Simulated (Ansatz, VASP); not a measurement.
**BN in VASP and in Ansatz**

```xyz
2
Lattice="0.0181 1.8165 1.8165 1.8165 0.0181 1.8165 1.8165 1.8165 0.0181" Properties=species:S:1:pos:R:3 pbc="T T T"
B     0.0000    0.0000    0.0000
N     2.7384    2.7384    2.7384
```

Change from the starting cell: equal xy, yz and zx shear strains of +1 %.

Alike in both runs: task single point; functional LDA; k mesh 11 × 11 × 11; occupations fermi-dirac, width 0.02 eV; no spin polarisation.

|  | VASP | Ansatz |
| --- | --- | --- |
| version | VASP 6.6.1 | Ansatz 0.2.0 |
| potentials or method | VASP PAW LDA potentials, release 64 (B, N), cutoff 520 eV | all-electron LAPW, scalar-relativistic |

|  | VASP | Ansatz | Ansatz less VASP |
| --- | --- | --- | --- |
| gap on the k mesh at the Fermi level (eV) | 4.42 | 4.43 | +0.009 |
| pressure (GPa) | -10.0 | -10.7 | -0.76 |
| largest component of the traceless stress (GPa) | 4.43 | 4.41 | -0.021 |
| rms of the force components (eV/Å) | 0.009 | 0.008 | -0.0013 |

Atom by atom the forces differ by 0.001 eV/Å (rms over components). Ansatz ran all-electron here, so the differences hold the error of VASP's frozen core and of both bases.

Caveats: an odd mesh through Γ misses points on the zone boundary, where band edges often lie.
